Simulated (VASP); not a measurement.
Here is a VASP 6.6.1 calculation.

The input INCAR:

```
SYSTEM = Si3Ge
PREC = Accurate ; ENCUT = 520
EDIFF = 1E-6 ; ISMEAR = -1
SIGMA = 0.02 ; LREAL = .FALSE.
LASPH = .TRUE. ; NELM = 100
ALGO = Fast ; ISIF = 2
LWAVE = .FALSE. ; LCHARG = .FALSE.
GGA = PE ; NBANDS = 21
```

KPOINTS

```
Automatic mesh
0
G
  8 8 8
  0 0 0
```

POSCAR

```
Si3Ge
1.0
    1.9564933497      1.1295819621      6.3865322291
   -1.9564933497      1.1295819621      6.3865322291
    0.0000000000     -2.2591639242      6.3865322291
Si Ge
3 1
Direct
    1.0016055265      0.0016055265      0.0016055265
    0.4984313415      0.4984313415      0.4984313415
    0.3750055377      0.3750055377      0.3750055377
    0.8749575943      0.8749575943      0.8749575943
```

Potentials or basis: VASP PAW PBE potentials, release 64 (Si, Ge_d).

Command:

```sh
$ cat potpaw_PBE.64/Si/POTCAR potpaw_PBE.64/Ge_d/POTCAR > POTCAR
$ mpirun -np 1 vasp_std > vasp.out
```

Problem. What does it give for the pressure?

Solution. -0.1 GPa.

Problem. Estimate the band gap on the k mesh.

Solution. 0.60 eV, indirect (least direct gap 1.05 eV).

A k mesh can miss the band edges. As with any semilocal functional, this PBE gap is likely too small.
